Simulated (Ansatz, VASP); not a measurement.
# CdSe (Cadmoselite) in two plane-wave programs, part 2 of 2

Aim: how closely do two programs agree when they are given the same cell, functional and k mesh?

VASP 6.6.1 and Ansatz 0.2.0.

So far: Starting point; Ansatz: band structure, HSE06.

## (3) VASP: band structure, HSE06

Level of this step: HSE06; plane waves and PAW (Cd, Se) (VASP).

The same cell, functional, mesh and smearing now go to VASP, with its own data sets and cutoff.

Lines of VASP's logs that name or quote its potential files are left out, and so is its time.

The run reads the wave functions of an earlier VASP run, which isn't shown here.

Input file INCAR:

```
SYSTEM = CdSe
PREC = Accurate
ENCUT = 400
EDIFF = 1E-06
NELM = 100
ISMEAR = 0
SIGMA = 0.02
LREAL = .FALSE.
ALGO = Normal
LHFCALC = .TRUE.
AEXX = 0.25
GGA = PE
HFSCREEN = 0.2
LASPH = .TRUE.
NBANDS = 24
PRECFOCK = Fast
LORBIT = 11
LWAVE = .FALSE.
LCHARG = .FALSE.
KPAR = 4
```

Input file POSCAR:

```
CdSe
1.0
    4.2990000000      0.0000000000      0.0000000000
   -2.1495000000      3.7230432109      0.0000000000
    0.0000000000      0.0000000000      7.0100000000
Cd Se
2 2
Direct
    0.3333333333      0.6666666667      0.0000000000
    0.6666666667      0.3333333333      0.5000000000
    0.3333333333      0.6666666667      0.3767900000
    0.6666666667      0.3333333333      0.8767900000
```

Input file KPOINTS:

```
Automatic mesh
0
Gamma
4 4 2
0 0 0
```

Input file KPOINTS_OPT:

```
Line mode
6
Line-mode
Reciprocal
  0.00000000   0.00000000   0.00000000 GAMMA
  0.50000000   0.00000000   0.00000000 M

  0.50000000   0.00000000   0.00000000 M
  0.33333333   0.33333333   0.00000000 K

  0.33333333   0.33333333   0.00000000 K
  0.00000000   0.00000000   0.00000000 GAMMA

  0.00000000   0.00000000   0.00000000 GAMMA
  0.00000000   0.00000000   0.50000000 A

  0.00000000   0.00000000   0.50000000 A
  0.50000000   0.00000000   0.50000000 L

  0.50000000   0.00000000   0.50000000 L
  0.33333333   0.33333333   0.50000000 H

  0.33333333   0.33333333   0.50000000 H
  0.00000000   0.00000000   0.50000000 A

  0.50000000   0.00000000   0.50000000 L
  0.50000000   0.00000000   0.00000000 M

  0.33333333   0.33333333   0.00000000 K
  0.33333333   0.33333333   0.50000000 H
```

PAW data sets: Cd and Se (PBE family, release 64).

On the command line:

```console
> mpirun -np 8 vasp_std
```

Numbers of over 12 decimals in the logs are rounded to 6 here.

Output:

```text
[banner, memory and clock lines left out]
running    8 mpi-ranks, on    1 nodes
 distrk:  each k-point on    2 cores,    4 groups
 distr:  one band on    1 cores,    2 groups

 POSCAR found type information on POSCAR CdSe
 POSCAR found :  2 types and       4 ions
|                                                                             |
|           W    W    AA    RRRRR   N    N  II  N    N   GGGG   !!!           |
|           W    W   A  A   R    R  NN   N  II  NN   N  G    G  !!!           |
|           W    W  A    A  R    R  N N  N  II  N N  N  G       !!!           |
|           W WW W  AAAAAA  RRRRR   N  N N  II  N  N N  G  GGG   !            |
|           WW  WW  A    A  R   R   N   NN  II  N   NN  G    G                |
|           W    W  A    A  R    R  N    N  II  N    N   GGGG   !!!           |
|                                                                             |
|     For optimal performance we recommend to set                             |
|       NCORE = 2 up to number-of-cores-per-socket                            |
|     NCORE specifies how many cores store one orbital (NPAR=cpu/NCORE).      |
|     This setting can greatly improve the performance of VASP for DFT.       |
|     The default, NCORE=1 might be grossly inefficient on modern             |
|     multi-core architectures or massively parallel machines. Do your        |
|     Unfortunately you need to use the default for GW and RPA                |
|     calculations (for HF NCORE is supported but not extensively tested      |
|     yet).                                                                   |
|                                                                             |

 LDA part: xc-table for (Slater+PW92), standard interpolation
 found WAVECAR, reading the header
 POSCAR, INCAR and KPOINTS ok, starting setup
 FFT: planning ... GRIDC
 FFT: planning ... GRID_SOFT
 FFT: planning ... GRID
 reading WAVECAR
 the WAVECAR file was read successfully
 initial charge from wavefunction
 entering main loop
       N       E                     dE             d eps       ncg     rms          rms(c)
DAV:   1    -0.136595533028E+02   -0.13660E+02   -0.10045E+00   392   0.797E+00    0.295E+00
DAV:   2    -0.136692688459E+02   -0.97155E-02   -0.84353E-02   432   0.306E+00    0.178E+00
DAV:   3    -0.136665474737E+02    0.27214E-02   -0.62899E-03   440   0.814E-01    0.109E+00
DAV:   4    -0.136658285853E+02    0.71889E-03   -0.89531E-04   440   0.246E-01    0.645E-01
DAV:   5    -0.136656435840E+02    0.18500E-03   -0.20043E-04   440   0.910E-02    0.377E-01
DAV:   6    -0.136655885273E+02    0.55057E-04   -0.35812E-05   440   0.412E-02    0.218E-01
DAV:   7    -0.136655686201E+02    0.19907E-04   -0.69359E-06   440   0.199E-02    0.125E-01
DAV:   8    -0.136655620699E+02    0.65503E-05   -0.29228E-06   408   0.122E-02    0.714E-02
DAV:   9    -0.136655601610E+02    0.19088E-05   -0.12049E-06   360   0.753E-03    0.408E-02
DAV:  10    -0.136655597001E+02    0.46097E-06   -0.46144E-07   264   0.475E-03
   1 F= -.13665560E+02 E0= -.13665560E+02  d E =-.530727E-14
 Start KPOINTS_OPT (optional k-point list driver)
k-point batch [1-8\54]
       N       E                     dE             ncg
DAV:   1     0.307396857310E+03   -0.42693E+04      384
DAV:   2    -0.178704701673E+04   -0.20944E+04      424
DAV:   3    -0.192917412749E+04   -0.14213E+03      440
DAV:   4    -0.193274101644E+04   -0.35669E+01      456
DAV:   5    -0.193277321690E+04   -0.32200E-01      464
DAV:   6    -0.193277353102E+04   -0.31412E-03      448
DAV:   7    -0.193277353568E+04   -0.46589E-05      392
DAV:   8    -0.193277353579E+04   -0.10757E-06      312
[...]
k-point batch [49-54\54]
       N       E                     dE             ncg
DAV:   1     0.196065047841E+04   -0.58614E+04      288
DAV:   2     0.428421950727E+03   -0.15322E+04      312
DAV:   3     0.336046082043E+03   -0.92376E+02      352
DAV:   4     0.334433223490E+03   -0.16129E+01      352
DAV:   5     0.334421646365E+03   -0.11577E-01      336
DAV:   6     0.334421560326E+03   -0.86039E-04      328
DAV:   7     0.334421559571E+03   -0.75487E-06      240
```

From OUTCAR (step 3):

```text
ion  position               nearest neighbor table
   1  0.333  0.667  0.000-   4 2.63   4 2.63   4 2.63   3 2.64
   2  0.667  0.333  0.500-   3 2.63   3 2.63   3 2.63   4 2.64
   3  0.333  0.667  0.377-   2 2.63   2 2.63   2 2.63   1 2.64
   4  0.667  0.333  0.877-   1 2.63   1 2.63   1 2.63   2 2.64

  LATTYP: Found a hexagonal cell.
 ALAT       =     4.2990000000
 C/A-ratio  =     1.6306117702

 Subroutine GETGRP returns: Found 12 space group operations
 (whereof  6 operations were pure point group operations)

The static configuration has the point symmetry C_3v.
 The point group associated with its full space group is C_6v.

 Found      8 irreducible k-points:

   k-points           NKPTS =      8   k-points in BZ     NKDIM =     32   number of bands    NBANDS=     24

   dimension x,y,z NGX =    28 NGY =   28 NGZ =   48
   dimension x,y,z NGXF=    56 NGYF=   56 NGZF=   96

   ENCUT  =  400.0 eV  29.40 Ry    5.42 a.u.   7.01  7.01 11.43*2*pi/ulx,y,z

   NELECT =      36.0000    total number of electrons

 k-points in reciprocal lattice and weights: Automatic mesh
   0.00000000  0.00000000  0.00000000       0.031
   0.25000000  0.00000000  0.00000000       0.188
   0.50000000  0.00000000  0.00000000       0.094
   0.25000000  0.25000000  0.00000000       0.188
   0.00000000  0.00000000  0.50000000       0.031
   0.25000000  0.00000000  0.50000000       0.188
   0.50000000  0.00000000  0.50000000       0.094
   0.25000000  0.25000000  0.50000000       0.188

  exchange ACFDT corr.  =         0.00000000  see jH, gK, PRB 81, 115126

 average (electrostatic) potential at core
       1 -33.5161       2 -33.5161       3 -52.6791       4 -52.6791

 E-fermi :   0.4616

 k-point     1 :       0.0000    0.0000    0.0000
  band No.  band energies     occupation
    ...
     14      -0.4618      2.00000
     15      -0.4618      2.00000
     16       0.3233      2.00000
     17       0.3604      2.00000
     18       0.3604      2.00000
     19       2.0164      0.00000
     20       3.5646      0.00000
     21       7.2801      0.00000
     22       7.2801      0.00000
     23       7.5905      0.00000
    ...

 k-point     2 :       0.2500    0.0000    0.0000
  band No.  band energies     occupation
    ...
     14      -2.3050      2.00000
     15      -1.8492      2.00000
     16      -1.1066      2.00000
     17      -0.1739      2.00000
     18      -0.0590      2.00000
     19       3.9559      0.00000
     20       4.8613      0.00000
     21       6.5557      0.00000
     22       7.3242      0.00000
     23       7.9137      0.00000
    ...

 k-point     3 :       0.5000    0.0000    0.0000
  band No.  band energies     occupation
    ...
     14      -3.5105      2.00000
     15      -2.4802      2.00000
     16      -1.6387      2.00000
     17      -1.0482      2.00000
     18      -0.4623      2.00000
     19       4.6324      0.00000
     20       4.6375      0.00000
     21       6.0381      0.00000
     22       7.7224      0.00000
     23       7.8847      0.00000
    ...

  energy-cutoff  :      400.00
  volume of cell :      112.20
      direct lattice vectors                 reciprocal lattice vectors
     4.299000000  0.000000000  0.000000000     0.232612235  0.134298737  0.000000000
    -2.149500000  3.723043211  0.000000000     0.000000000  0.268597473  0.000000000
     0.000000000  0.000000000  7.010000000     0.000000000  0.000000000  0.142653352

 POSITION                                       TOTAL-FORCE (eV/Angst)
 -----------------------------------------------------------------------------------
     -0.00000      2.48203      0.00000        -0.000000      0.000000      0.045130
      2.14950      1.24101      3.50500         0.000000     -0.000000      0.045130
     -0.00000      2.48203      2.64130         0.000000     -0.000000     -0.045130
      2.14950      1.24101      6.14630        -0.000000      0.000000     -0.045130
 -----------------------------------------------------------------------------------
    total drift:                                0.000022      0.000007     -0.000224

  FREE ENERGIE OF THE ION-ELECTRON SYSTEM (eV)
  ---------------------------------------------------
  free  energy   TOTEN  =       -13.6655597001 eV

  energy  without entropy=      -13.6655597001  energy(sigma->0) =      -13.66555970

 total charge
# of ion       s       p       d       tot
------------------------------------------
    1        0.413   0.312   9.595  10.320
    2        0.413   0.312   9.595  10.320
    3        1.447   2.468   0.020   3.936
    4        1.447   2.468   0.020   3.936
--------------------------------------------------
tot          3.720   5.562  19.230  28.512

[... 3 further parts left out ...]
```

Spin-orbit coupling is off here; it would split degenerate levels, and it lifts a valence top of Se p states by about 0.1 eV.

## (4) Side by side

Known differences besides the potentials themselves: exact exchange at q = 0 is treated differently, which shows on coarse meshes; VASP keeps PBE cores, Ansatz makes them for the functional; the data sets hold 72 valence electrons in Ansatz (default PAW (the set named soft_2) files) and 36 in VASP; the cutoff is 420 eV in Ansatz and 400 eV in VASP; VASP takes a coarser grid for exact exchange (PRECFOCK = Fast). Total energies have different zeros and are not compared.

Both answers:

```tsv
quantity	Ansatz	VASP	difference
gap over the path points (eV)	1.654	1.656	-0.002
```

Forces (eV/Å; atoms numbered as in POSCAR):

```tsv
atom	Ansatz x, y, z	VASP x, y, z
Cd1	0.000, 0.000, 0.044	0.000, 0.000, 0.045
Cd2	0.000, 0.000, 0.044	0.000, 0.000, 0.045
Se3	0.000, 0.000, -0.044	0.000, 0.000, -0.045
Se4	0.000, 0.000, -0.044	0.000, 0.000, -0.045
```

Levels at points of the path, from each program's valence-band top (eV; 4 filled, then empty):

```tsv
k (reciprocal lattice)	Ansatz	VASP
0.000 0.000 0.000	-0.82 -0.04 0.00 0.00 1.65 3.20 6.92	-0.82 -0.04 0.00 0.00 1.66 3.20 6.92
0.400 0.000 0.000	-2.93 -1.91 -1.18 -0.75 4.19 4.33 5.82	-2.92 -1.90 -1.18 -0.75 4.20 4.34 5.83
0.400 0.200 0.000	-2.96 -2.35 -1.63 -1.51 5.19 5.40 5.62	-2.96 -2.35 -1.63 -1.51 5.20 5.41 5.63
0.200 0.200 0.000	-2.79 -2.18 -1.04 -0.92 4.56 5.56 5.96	-2.79 -2.18 -1.04 -0.92 4.57 5.57 5.96
0.000 0.000 0.100	-0.80 -0.30 -0.02 -0.02 1.90 3.22 6.93	-0.80 -0.30 -0.02 -0.02 1.90 3.22 6.93
0.000 0.000 0.500	-0.43 -0.43 -0.43 -0.43 3.38 3.38 6.90	-0.43 -0.43 -0.43 -0.43 3.38 3.38 6.92
0.400 0.000 0.500	-1.48 -1.48 -1.37 -1.37 4.01 4.01 5.92	-1.48 -1.48 -1.37 -1.37 4.02 4.02 5.93
0.400 0.200 0.500	-2.29 -2.29 -1.24 -1.24 4.59 4.59 6.49	-2.29 -2.29 -1.24 -1.24 4.60 4.60 6.50
0.200 0.200 0.500	-1.74 -1.74 -1.35 -1.35 4.78 4.78 6.24	-1.74 -1.74 -1.35 -1.35 4.79 4.79 6.25
0.500 0.000 0.400	-1.76 -1.63 -1.27 -1.24 3.70 4.16 5.78	-1.76 -1.63 -1.27 -1.24 3.71 4.16 5.79
```

The forces differ by 0.9 meV/Å r.m.s., which is 3.5 % of the r.m.s. force of 0.03 eV/Å (both taken over all components). Among the levels compared at these points, filled levels agree within 2 meV and empty ones within 21 meV.

## (5) VASP: band structure, HSE03

The same path points are solved in both programs, so levels can be compared one by one.

The run reads the wave functions of an earlier VASP run, which isn't shown here.

Edit INCAR of step 3 so:

```diff
@@ -12,3 +12,3 @@
 GGA = PE
-HFSCREEN = 0.2
+HFSCREEN = 0.3
 LASPH = .TRUE.
```

POSCAR is that of step 3.

KPOINTS is that of step 3.

KPOINTS_OPT is that of step 3.

On the command line:

```console
> mpirun -np 8 vasp_std
```

Output:

```text
[banner, memory and clock lines left out]
running    8 mpi-ranks, on    1 nodes
[...]
[... a notice as in an earlier step ...]

 LDA part: xc-table for (Slater+PW92), standard interpolation
 found WAVECAR, reading the header
 POSCAR, INCAR and KPOINTS ok, starting setup
[...]
reading WAVECAR
 the WAVECAR file was read successfully
 initial charge from wavefunction
 entering main loop
       N       E                     dE             d eps       ncg     rms          rms(c)
DAV:   1    -0.131998111344E+02   -0.13200E+02   -0.94173E-01   384   0.782E+00    0.287E+00
DAV:   2    -0.132052210288E+02   -0.54099E-02   -0.79238E-02   432   0.309E+00    0.170E+00
DAV:   3    -0.132027601210E+02    0.24609E-02   -0.59572E-03   448   0.796E-01    0.104E+00
DAV:   4    -0.132021619216E+02    0.59820E-03   -0.76307E-04   440   0.228E-01    0.615E-01
DAV:   6    -0.132019498019E+02    0.50247E-04   -0.26634E-05   440   0.360E-02    0.207E-01
DAV:   7    -0.132019321215E+02    0.17680E-04   -0.57699E-06   440   0.180E-02    0.118E-01
[...]
DAV:   9    -0.132019246132E+02    0.16621E-05   -0.10427E-06   304   0.710E-03    0.386E-02
DAV:  10    -0.132019242168E+02    0.39643E-06   -0.39555E-07   272   0.443E-03
   1 F= -.13201924E+02 E0= -.13201924E+02  d E =-.110486E-22
 Start KPOINTS_OPT (optional k-point list driver)
k-point batch [1-8\54]
       N       E                     dE             ncg
DAV:   1     0.325922317233E+03   -0.42507E+04      384
DAV:   2    -0.173690797422E+04   -0.20628E+04      424
DAV:   3    -0.187687602803E+04   -0.13997E+03      440
DAV:   4    -0.188046299531E+04   -0.35870E+01      456
DAV:   5    -0.188049556821E+04   -0.32573E-01      488
DAV:   6    -0.188049589335E+04   -0.32515E-03      448
DAV:   7    -0.188049589838E+04   -0.50309E-05      392
DAV:   8    -0.188049589850E+04   -0.11987E-06      312
[...]
k-point batch [49-54\54]
       N       E                     dE             ncg
DAV:   1     0.197758318582E+04   -0.58444E+04      288
DAV:   2     0.467536178413E+03   -0.15100E+04      312
DAV:   3     0.376034942694E+03   -0.91501E+02      352
DAV:   4     0.374409257492E+03   -0.16257E+01      352
DAV:   5     0.374397645938E+03   -0.11612E-01      336
DAV:   6     0.374397560340E+03   -0.85599E-04      328
DAV:   7     0.374397559598E+03   -0.74189E-06      240
```

Parts of OUTCAR (step 5):

```text
 POSITION                                       TOTAL-FORCE (eV/Angst)
 -----------------------------------------------------------------------------------
     -0.00000      2.48203      0.00000         0.000000      0.000000      0.045930
      2.14950      1.24101      3.50500        -0.000000     -0.000000      0.045930
     -0.00000      2.48203      2.64130         0.000000     -0.000000     -0.045930
      2.14950      1.24101      6.14630        -0.000000      0.000000     -0.045930
 -----------------------------------------------------------------------------------
    total drift:                                0.000024      0.000008     -0.000243

  FREE ENERGIE OF THE ION-ELECTRON SYSTEM (eV)
  ---------------------------------------------------
  free  energy   TOTEN  =       -13.2019242168 eV

  energy  without entropy=      -13.2019242168  energy(sigma->0) =      -13.20192422

[... 2 parts as in an earlier step ...]

[... 1 further part left out ...]
[key lines of the parts left out:]
E-fermi :   0.6143
```

## (6) Ansatz: band structure, HSE03

The same cell, functional, mesh and smearing now go to Ansatz, which takes its cutoff from its data sets.

Input file input.yaml:

```yaml
crystal:
  lattice:
    - [4.299, 0.0, 0.0]
    - [-2.1495, 3.7230432109, 0.0]
    - [0.0, 0.0, 7.01]
  atoms:
    - { symbol: Cd, position: [0.3333333333, 0.6666666667, 0.0] }
    - { symbol: Cd, position: [0.6666666667, 0.3333333333, 0.5] }
    - { symbol: Se, position: [0.3333333333, 0.6666666667, 0.37679] }
    - { symbol: Se, position: [0.6666666667, 0.3333333333, 0.87679] }
hamiltonian:
  xc: { exchange: pbe, correlation: pbe, exx: { coeff: 0.25, omega: 0.3 } }
  pseudopotentials: { kind: paw }
kpoints:
  mp_grid: { grid: [4, 4, 2] }
  band_path:
    path:
      - [0.0, 0.0, 0.0]
      - [0.4, 0.0, 0.0]
      - [0.4, 0.2, 0.0]
      - [0.2, 0.2, 0.0]
      - [0.0, 0.0, 0.1]
      - [0.0, 0.0, 0.5]
      - [0.4, 0.0, 0.5]
      - [0.4, 0.2, 0.5]
      - [0.2, 0.2, 0.5]
      - [0.5, 0.0, 0.4]
      - [0.33333, 0.33333, 0.0]
      - [0.33333, 0.33333, 0.5]
    npoints: 1
scf:
  occupations: { method: gaussian, width: 0.02 }
  n_extra_bands: 8
output:
  forces: true
  stress: true
  eigenvalues: true
```

On the command line:

```console
> ansatz run input.yaml --threads 4 --pin off --max-ram 9216MiB --backend cpu --events-out ev --progress --plain --runs-dir out
```

Output:

```text
[...]
Crystal: 4 atoms, lattice volume = 112.198 Å³
Basis set: ecut = 420 eV, 2189 PW (Γ), exchange–correlation on 60×60×96 points (8 copies of the dense FFT grid, shifted against one another)
Bands: 44, of which v1, the nominal top of the filled ones, is band 36 counted from 1 (35 counted from 0)
Symmetry: 12 space group operations
[...]
k-points: 8 of 32
[...]
--- Band table (eV; the first three rows and the last of 8) ---
  k-point 0: bands = [... 32 lower, 6.2414, 7.0133, 7.0507, 7.0507, 8.5081, 10.0323, 13.7341, 13.7341, ... 4 higher]
  k-point 1: bands = [... 32 lower, 6.6285, 6.6285, 6.6285, 6.6285, 10.2136, 10.2136, 13.7102, 13.7102, ... 4 higher]
  k-point 2: bands = [... 32 lower, 4.8662, 5.6055, 6.5222, 6.6370, 10.4264, 11.3202, 12.9959, 13.7690, ... 4 higher]
  k-point 7: bands = [... 32 lower, 4.8801, 4.8801, 5.7940, 5.7940, 11.5774, 11.5774, 13.3921, 13.3921, ... 4 higher]
[key lines of the parts left out:]
Free energy (F): -27460.102318 eV
Fermi energy:    7.779482 eV
P = ⅓ Tr σ = 2.0400 GPa (20.400 kbar)
```

It took 27 s on 4 threads of Intel Xeon 6975P-C (Granite Rapids), shared host; peak memory 1.2 GiB; 93 s of CPU time.

## (7) Comparison

Both answers:

```tsv
quantity	Ansatz	VASP	difference
gap over the path points (eV)	1.457	1.458	-0.001
```

Forces (eV/Å; atoms numbered as in POSCAR):

```tsv
atom	Ansatz x, y, z	VASP x, y, z
Cd1	0.000, 0.000, 0.044	0.000, 0.000, 0.046
Cd2	0.000, 0.000, 0.044	0.000, 0.000, 0.046
Se3	0.000, 0.000, -0.044	0.000, 0.000, -0.046
Se4	0.000, 0.000, -0.044	0.000, 0.000, -0.046
```

Levels at points of the path, from each program's valence-band top (eV; 4 filled, then empty):

```tsv
k (reciprocal lattice)	Ansatz	VASP
0.000 0.000 0.000	-0.81 -0.04 0.00 0.00 1.46 2.98 6.68	-0.81 -0.04 0.00 0.00 1.46 2.99 6.68
0.400 0.000 0.000	-2.88 -1.88 -1.16 -0.74 3.97 4.11 5.60	-2.88 -1.87 -1.16 -0.74 3.98 4.12 5.60
0.400 0.200 0.000	-2.92 -2.31 -1.61 -1.49 4.96 5.17 5.38	-2.92 -2.31 -1.60 -1.49 4.97 5.18 5.39
0.200 0.200 0.000	-2.74 -2.15 -1.03 -0.91 4.33 5.31 5.74	-2.74 -2.15 -1.03 -0.91 4.33 5.32 5.74
0.000 0.000 0.100	-0.79 -0.31 -0.02 -0.02 1.71 3.00 6.70	-0.79 -0.31 -0.02 -0.02 1.71 3.00 6.70
0.000 0.000 0.500	-0.42 -0.42 -0.42 -0.42 3.16 3.16 6.66	-0.42 -0.42 -0.42 -0.42 3.17 3.17 6.68
0.400 0.000 0.500	-1.46 -1.46 -1.35 -1.35 3.79 3.79 5.69	-1.45 -1.45 -1.35 -1.35 3.80 3.80 5.70
0.400 0.200 0.500	-2.26 -2.26 -1.22 -1.22 4.37 4.37 6.26	-2.26 -2.26 -1.22 -1.22 4.37 4.37 6.27
0.200 0.200 0.500	-1.71 -1.71 -1.33 -1.33 4.55 4.55 6.00	-1.71 -1.71 -1.33 -1.33 4.56 4.56 6.01
0.500 0.000 0.400	-1.74 -1.60 -1.25 -1.22 3.49 3.94 5.56	-1.74 -1.60 -1.25 -1.22 3.50 3.94 5.56
```

The forces differ by 0.9 meV/Å r.m.s., which is 3.5 % of the r.m.s. force of 0.03 eV/Å (both taken over all components). Among the levels compared at these points, filled levels agree within 1 meV and empty ones within 20 meV.

## (8) Summary of results

* difference in gap over the path points (band structure, HSE06): -0.0018 eV
* difference in gap over the path points (band structure, HSE03): -0.0011 eV

What this shows: The difference in gap over the path points is -0.0018 eV (band structure, HSE06), within the 0.08 eV picked in this series as the mark of a large difference. How closely two codes agree says nothing of how well the functional describes the real material.

[Lines on the potential files, build, host, timing and source positions are cut from VASP's logs without a mark.]

[Logs are printed without paths, hosts, clocks, repeated set-up lines and the standing remarks that a program may print on its own settings, such as how far it seeks lower states.]

[Hosts, paths, dates, database ids (printed as entryN), source tags and the programs' standing remarks are cut or masked in the printed files.]
